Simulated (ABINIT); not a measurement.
Crystal: Pd.

```xyz
1
Lattice="0.0000 1.9465 1.9465 1.9465 0.0000 1.9465 1.9465 1.9465 0.0000" Properties=species:S:1:pos:R:3 pbc="T T T"
Pd    0.0000    0.0000    0.0000
```

Base run:

* Program: ABINIT 10.8.3 (patched build)
* Functional: PBEsol
* Potentials or basis: JTH PAW PBE v2.0
* Cutoff: 626 eV
* k mesh: 10 × 10 × 10
* Occupations: fermi-dirac, width 0.05 eV
* Spin: no spin polarisation

Its results: band gap on the k mesh none (metal or under the smearing width); pressure -2.9 GPa.

Q: The run is repeated on the same cell with these changes: k mesh from 10 × 10 × 10 to 7 × 7 × 7. What comes out?

A: Band gap on the k mesh none (metal or under the smearing width); pressure -2.1 GPa.

Caveats: some runs use coarse meshes; the PAW data sets were made with another functional, which shifts forces and pressure a little.
